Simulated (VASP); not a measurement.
NaCl, 2 atoms in the cell. Symmetry: Pm-3m, No. 221, cubic system. The conventional cell has a = 3.000 Å, b = 3.000 Å, c = 3.000 Å, α = 90.00°, β = 90.00°, γ = 90.00°. Na (site symmetry m-3m) is surrounded by 8 Cl at 2.60 Å. Cl (site symmetry m-3m) is surrounded by 8 Na at 2.60 Å. Measurements of this composition are mostly on another form, of space group No. 225.

| Property | Result |
| --- | --- |
| Program | VASP 6.6.1 |
| Task | relaxation of cell and atoms |
| Functional | PBEsol |
| Potentials or basis | VASP PAW PBE potentials, release 64 (Na_pv, Cl) |
| Cutoff | 700 eV |
| k mesh | 10 × 10 × 10 |
| Occupations | gaussian, width 0.02 eV |
| Spin | no spin polarisation |
| Target pressure | 32 GPa |
| Further INCAR settings | ALGO = Fast; EDIFF = 1e-07; IBRION = 2; EDIFFG = -0.002; NSW = 80; ISIF = 3 |
| Target pressure | 32 GPa |

Potentials or basis: VASP PAW PBE potentials, release 64 (Na_pv, Cl).

Run with:

```console
$ cat potpaw_PBE.64/Na_pv/POTCAR potpaw_PBE.64/Cl/POTCAR > POTCAR
$ mpirun -np 1 vasp_std > vasp.out
```

Hardware: 1 thread of Intel(R) Xeon(R) 6975P-C (Granite Rapids) (shared host).

Question: Estimate the wall time of this run.

Answer: Run time: 19 s on 1 thread of Intel(R) Xeon(R) 6975P-C (Granite Rapids), with other jobs on the host, peak memory 0.16 GiB. Counts: scf iterations 25, k points 56, ion steps 3.
